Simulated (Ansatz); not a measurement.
Runs of Ansatz 0.2.0 on MgS. Symmetry: F-43m, No. 216, cubic system. Conventional cell: a = 5.666 Å, b = 5.666 Å, c = 5.666 Å, α = 90.00°, β = 90.00°, γ = 90.00°. S (site symmetry -43m) has 4 Mg at 2.45 Å as nearest neighbours. Mg (site symmetry -43m) has 4 S at 2.45 Å as nearest neighbours. The cell comes from a database or a generator and needn't be the stable form of this composition.

```tsv
task	level	potentials or basis	cell	k mesh	cutoff (eV)	smearing	basis error allowed	mesh quality	gap on the mesh (eV)	pressure (GPa)	relaxed volume (Å³/atom)
dielectric tensor	PBEsol	all-electron PAW datasets made for the crystal	as given	8 × 8 × 8	220	fixed	-	not flagged	3.28	-	-
relaxation of cell and atoms	LDA	all-electron LAPW, scalar-relativistic	relaxed	8 × 8 × 8	-	fermi-dirac 0.05 eV	0.001 eV/atom	not flagged	(b)	0.0	21.87
single point	PBE0	all-electron PAW datasets made for the crystal	as given	4 × 4 × 4	250	fermi-dirac 0.05 eV	-	coarse	5.21	-	-
single point	HSE06	all-electron PAW datasets made for the crystal	as given	6 × 6 × 6	250	fermi-dirac 0.05 eV	-	not flagged	(a)	-	-
relaxation of cell and atoms	PBEsol	all-electron LAPW, scalar-relativistic	relaxed	8 × 8 × 8	-	fermi-dirac 0.05 eV	0.001 eV/atom	not flagged	3.32	0.0	22.56
```

Alike in all rows: no spin polarisation.

Question: Estimate the missing entries.

Answer: (a) 4.51; (b) 3.37.

Caveats: some runs use coarse meshes.

A k mesh can miss the band edges.

Not every run made on this cell is shown here.
